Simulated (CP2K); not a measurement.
# Rb (Im-3m) in CP2K: notebook

One crystal, Rb, is run at these levels: LDA; tasks: single point, equation of state.

Everything below comes from runs of CP2K 2026.2. Logs are shortened: lines on timing, memory, paths and dates and some standing lists are left out, and cuts for length are marked.

### 1 Starting point

It takes space group Im-3m (No. 229, cubic). Conventional cell: a = 5.605 Å, b = 5.605 Å, c = 5.605 Å, α = 90.00°, β = 90.00°, γ = 90.00°.

### 2 Single point, LDA, 88.04 Å³/atom

The input, rb_eos.inp:

```
&GLOBAL
  PROJECT rb_eos
  RUN_TYPE ENERGY_FORCE
  PRINT_LEVEL LOW
&END GLOBAL
&FORCE_EVAL
  METHOD QS
  STRESS_TENSOR ANALYTICAL
  &DFT
    BASIS_SET_FILE_NAME BASIS_MOLOPT_UZH
    POTENTIAL_FILE_NAME GTH_POTENTIALS
    &MGRID
      CUTOFF 450
      REL_CUTOFF 60
      NGRIDS 5
    &END MGRID
    &QS
      METHOD GPW
      EPS_DEFAULT 1.0E-9
    &END QS
    &KPOINTS
      SCHEME MONKHORST-PACK 7 7 7
      GAMMA_CENTERED T
      SYMMETRY T
      SYMMETRY_BACKEND SPGLIB
    &END KPOINTS
    &SCF
      SCF_GUESS ATOMIC
      EPS_SCF 1.0E-6
      MAX_SCF 100
      ADDED_MOS 8
      CHOLESKY OFF
      EPS_EIGVAL 1.0E-7
      &DIAGONALIZATION ON
        ALGORITHM STANDARD
      &END DIAGONALIZATION
      &MIXING ON
        METHOD BROYDEN_MIXING
        ALPHA 0.4
        BETA 1.5
        NBUFFER 8
      &END MIXING
      &SMEAR ON
        METHOD FERMI_DIRAC
        ELECTRONIC_TEMPERATURE [K] 580.226
      &END SMEAR
    &END SCF
    &XC
      &XC_FUNCTIONAL
        &LDA_X
        &END LDA_X
        &LDA_C_PW
        &END LDA_C_PW
      &END XC_FUNCTIONAL
    &END XC
    &PRINT
      &KPOINTS ON
      &END KPOINTS
      &MULLIKEN ON
      &END MULLIKEN
      &MO ON
        ENERGIES T
        OCCUPATION_NUMBERS T
        &EACH
          QS_SCF 0
        &END EACH
        ADD_LAST NUMERIC
      &END MO
    &END PRINT
  &END DFT
  &SUBSYS
    &CELL
      ABC 4.8540723882 4.8540723882 4.8540723882
      ALPHA_BETA_GAMMA 109.4712206339 109.4712206344 109.4712206344
      PERIODIC XYZ
    &END CELL
    &COORD
      SCALED
      Rb  0.0000000000 0.0000000000 0.0000000000
    &END COORD
    &KIND Rb
      BASIS_SET TZVP-MOLOPT-PBE-GTH-q9
      POTENTIAL GTH-PADE-q9
    &END KIND
    &PRINT
      &ATOMIC_COORDINATES ON
      &END ATOMIC_COORDINATES
      &CELL ON
      &END CELL
      &SYMMETRY ON
      &END SYMMETRY
    &END PRINT
  &END SUBSYS
  &PRINT
    &FORCES ON
    &END FORCES
    &STRESS_TENSOR ON
    &END STRESS_TENSOR
  &END PRINT
&END FORCE_EVAL
```

Potentials or basis: GTH_POTENTIALS Rb GTH-PADE-q9; TZVP-MOLOPT-PBE-GTH basis.

Launch:

```bash
> OMP_NUM_THREADS=1 cp2k.psmp -i rb_eos.inp -o rb_eos.out
```

rb_eos.out:

```text

 CP2K| version string:                                       CP2K version 2026.2
 CP2K| Input file name                                                rb_eos.inp

 GLOBAL| Force Environment number                                              1
 GLOBAL| Basis set file name                                    BASIS_MOLOPT_UZH
 GLOBAL| Potential file name                                      GTH_POTENTIALS
 GLOBAL| MM Potential file name                                     MM_POTENTIAL
 GLOBAL| Coordinate file name                                      __STD_INPUT__
 GLOBAL| Method name                                                        CP2K
 GLOBAL| Project name                                                     rb_eos
 GLOBAL| Run type                                                   ENERGY_FORCE
 GLOBAL| FFT library                                                       FFTW3
[... 8 lines left out ...]
 GLOBAL| CPU model name                                                  UNKNOWN

 CELL| Volume [angstrom^3]:                                            88.043410
 CELL| Vector a [angstrom]:       4.854     0.000     0.000   |a| =     4.854072
 CELL| Vector b [angstrom]:      -1.618     4.576     0.000   |b| =     4.854072
 CELL| Vector c [angstrom]:      -1.618    -2.288     3.963   |c| =     4.854072
 CELL| Angle (b,c), alpha [degree]:                                   109.471221
 CELL| Angle (a,c), beta  [degree]:                                   109.471221
 CELL| Angle (a,b), gamma [degree]:                                   109.471221
 CELL| Numerically orthorhombic:                                              NO
 CELL| Periodicity                                                           XYZ

 CELL_REF| Volume [angstrom^3]:                                        88.043410
 CELL_REF| Vector a [angstrom     4.854     0.000     0.000   |a| =     4.854072
 CELL_REF| Vector b [angstrom    -1.618     4.576     0.000   |b| =     4.854072
 CELL_REF| Vector c [angstrom    -1.618    -2.288     3.963   |c| =     4.854072
 CELL_REF| Angle (b,c), alpha [degree]:                               109.471221
 CELL_REF| Angle (a,c), beta  [degree]:                               109.471221
 CELL_REF| Angle (a,b), gamma [degree]:                               109.471221
 CELL_REF| Numerically orthorhombic:                                          NO
 CELL_REF| Periodicity                                                       XYZ
[... 9 lines left out ...]
 TOTAL NUMBERS AND MAXIMUM NUMBERS

  Total number of            - Atomic kinds:                                   1
                             - Atoms:                                          1
                             - Shell sets:                                     1
                             - Shells:                                         8
                             - Primitive Cartesian functions:                  7
                             - Cartesian basis functions:                     19
                             - Spherical basis functions:                     18

  Maximum angular momentum of- Orbital basis functions:                        2
                             - Local part of the GTH pseudopotential:          2
                             - Non-local part of the GTH pseudopotential:      3

 MODULE QUICKSTEP: ATOMIC COORDINATES IN ANGSTROM

   Atom Kind Element         X             Y             Z       Z(eff)     Mass
      1    1 Rb   37      0.000000      0.000000      0.000000   9.0000  85.4678

 Crystal Symmetry Information
       International Symbol:                                               Im-3m
       Point Group Symbol:                                                  m-3m
       Schoenflies Symbol:                                                  Oh^9
       Number of Symmetry Operations:                                         48

 SCF PARAMETERS         Density guess:                                    ATOMIC
                        --------------------------------------------------------
                        max_scf:                                             100
                        max_scf_history:                                       0
                        max_diis:                                              4
[... 5 lines left out ...]
                        --------------------------------------------------------
                        level_shift [a.u.]:                             0.000000
                        added MOs                                         8    0
                        --------------------------------------------------------
                        Mixing method:                            BROYDEN_MIXING
                                                charge density mixing in g-space
                        --------------------------------------------------------
[... 9 lines left out ...]
 *******************************************************************************
 BRILLOUIN| K-point scheme                                        Monkhorst-Pack
 BRILLOUIN| K-Point grid                                             7    7    7
 BRILLOUIN| Gamma-centered k-point mesh                                     ON
 BRILLOUIN| K-point symmetry accuracy                               0.100000E-05
 BRILLOUIN| K-Point point group symmetrization                                ON
 BRILLOUIN| Symmetry backend                                             SPGLIB
 BRILLOUIN| Symmetry reduction method                                    SPGLIB
 BRILLOUIN| Wavefunction type                                            COMPLEX
 BRILLOUIN| List of Kpoints [2 Pi/Bohr]                                       20
 BRILLOUIN| Number           Weight            X              Y              Z
 BRILLOUIN|     1           0.02332       -0.42857       -0.42857       -0.42857
 BRILLOUIN|     2           0.06997       -0.42857       -0.42857       -0.28571
 BRILLOUIN|     3           0.06997       -0.42857       -0.42857       -0.14286
 BRILLOUIN|     4           0.01749       -0.42857       -0.42857        0.42857
 BRILLOUIN|     5           0.06997       -0.42857       -0.28571       -0.28571
 BRILLOUIN|     6           0.06997       -0.42857       -0.28571       -0.14286
[... 12 lines left out ...]
 BRILLOUIN|    19           0.03499       -0.14286        0.00000        0.00000
 BRILLOUIN|    20           0.00292        0.00000        0.00000        0.00000
 *******************************************************************************

 Extrapolation method: initial_guess

 Number of electrons:                                                          9
 Number of occupied orbitals:                                                  5
 Number of molecular orbitals:                                                13

 Number of orbital functions:                                                 18
 Number of independent orbital functions:                                     18

 SCF WAVEFUNCTION OPTIMIZATION

  Step     Update method      Time    Convergence         Total energy    Change
  ------------------------------------------------------------------------------
     1 NoMix/Diag. 0.40E+00    0.5     0.42425614       -24.1321072549 -2.41E+01
     2 Broy./Diag. 0.40E+00    0.6     0.00210701       -24.1822828387 -5.02E-02
     3 Broy./Diag. 0.40E+00    0.6     0.01184104       -24.1352188705  4.71E-02
     4 Broy./Diag. 0.40E+00    0.6     0.00133224       -24.1153759045  1.98E-02
     5 Broy./Diag. 0.40E+00    0.6     0.00018045       -24.1178146365 -2.44E-03
     6 Broy./Diag. 0.40E+00    0.6     0.00009591       -24.1197613850 -1.95E-03
     7 Broy./Diag. 0.40E+00    0.6     0.00000844       -24.1201633853 -4.02E-04
     8 Broy./Diag. 0.40E+00    0.6     0.00001423       -24.1201674042 -4.02E-06
     9 Broy./Diag. 0.40E+00    0.7     0.00000241       -24.1201977303 -3.03E-05
    10 Broy./Diag. 0.40E+00    0.7     0.00000097       -24.1201953637  2.37E-06

  *** SCF run converged in    10 steps ***

  Electronic density on regular grids:         -8.9999999996        0.0000000004
  Core density on regular grids:                8.9999999901       -0.0000000099
  Total charge density on r-space grids:       -0.0000000094
  Total charge density g-space grids:          -0.0000000094

  Overlap energy of the core charge distribution:               0.00000000000000
  Self energy of the core charge distribution:                -46.63199619119211
  Core Hamiltonian energy:                                     10.19197591540287
  Hartree energy:                                              15.93716886813825
  Exchange-correlation energy:                                 -3.61705661995857
  Electronic entropic energy:                                  -0.00028733602419
  Fermi energy:                                                 0.04772402084337

  Total energy:                                               -24.12019536370923
  Total energy (extrapolated to T->0):                        -24.12005169569714

 MO| EIGENVALUES AND OCCUPATION NUMBERS FOR K POINT 1
 MO|
 MO|  Index      Eigenvalue [a.u.]        Eigenvalue [eV]             Occupation
 MO|      1              -1.021775             -27.803905               2.000000
 MO|      2              -0.429078             -11.675801               2.000000
 MO|      3              -0.429078             -11.675801               2.000000
 MO|      4              -0.428046             -11.647718               2.000000
 MO|      5               0.096250               2.619100               0.000000
 MO|      6               0.096250               2.619100               0.000000
 MO|      7               0.130287               3.545283               0.000000
 MO|      8               0.195077               5.308307               0.000000
 MO|      9               0.195077               5.308307               0.000000
 MO|     10               0.253317               6.893101               0.000000
 MO|     11               0.291144               7.922428               0.000000
 MO|     12               0.291144               7.922428               0.000000
 MO|     13               0.308633               8.398331               0.000000
[... 235 lines left out ...]
 MO|      2              -0.428515             -11.660474               2.000000
 MO|      3              -0.427842             -11.642163               2.000000
 MO|      4              -0.427842             -11.642163               2.000000
 MO|      5               0.039131               1.064819               1.981546
 MO|      6               0.136491               3.714112               0.000000
 MO|      7               0.167559               4.559514               0.000000
 MO|      8               0.167559               4.559514               0.000000
 MO|      9               0.209550               5.702148               0.000000
 MO|     10               0.243621               6.629265               0.000000
 MO|     11               0.297221               8.087802               0.000000
 MO|     12               0.333801               9.083179               0.000000
 MO|     13               0.333801               9.083179               0.000000
 MO| Sum:                                                               9.981546
 MO| E(Fermi):            0.047724 a.u.          1.298637 eV

 [... the levels of further k-points ...]

 !-----------------------------------------------------------------------------!
                     Mulliken Population Analysis

 #  Atom  Element  Kind  Atomic population                           Net charge
       1     Rb       1          9.000000                              0.000000
 # Total charge                              9.000000                  0.000000

 !-----------------------------------------------------------------------------!

 ENERGY| Total FORCE_EVAL ( QS ) energy [hartree]            -24.120195272276508

 FORCES| Atomic forces [hartree/bohr]
 FORCES|   Atom     x               y               z               |f|
 FORCES|      1  2.28865644E-15 -4.92329671E-15 -3.77877438E-15   6.61482688E-15
 FORCES| Sum     2.28865644E-15 -4.92329671E-15 -3.77877438E-15
 FORCES| Total atomic force                                       6.61482688E-15

 STRESS| Analytical stress tensor [bar]
 STRESS|                        x                   y                   z
 STRESS|      x       -3.48972313156E+03  -2.35710310225E-04  -4.09663431689E-04
 STRESS|      y       -2.35710310225E-04  -3.48972330122E+03  -5.78159670496E-04
 STRESS|      z       -4.09663431689E-04  -5.78159670496E-04  -3.48972396654E+03
 STRESS| 1/3 Trace                                            -3.48972346644E+03
 STRESS| Determinant                                          -4.24984451813E+10

 STRESS| Eigenvectors and eigenvalues of the analytical stress tensor [bar]
 STRESS|                        1                   2                   3
 STRESS| Eigenvalues  -3.48972446805E+03  -3.48972296720E+03  -3.48972296406E+03
 STRESS|      x           0.333403893782      0.316391949643      0.888109215025
 STRESS|      y           0.471793954123     -0.871561752231      0.133381321409
 STRESS|      z           0.816242799946      0.374534706333     -0.439853890840
```

It took 8.1 s on 1 thread of Arm Neoverse V2, shared host; peak memory 0.31 GiB.

What came out:

```yaml
Free_energy: -656.3439 eV
Pressure: -0.3 GPa
Band_gap_on_the_k_mesh: none (metal or under the smearing width)
```

Caveat: the basis of atomic orbitals isn't converged, which shifts pressures, moduli and gaps.

(Continued in part 2 of 2.)
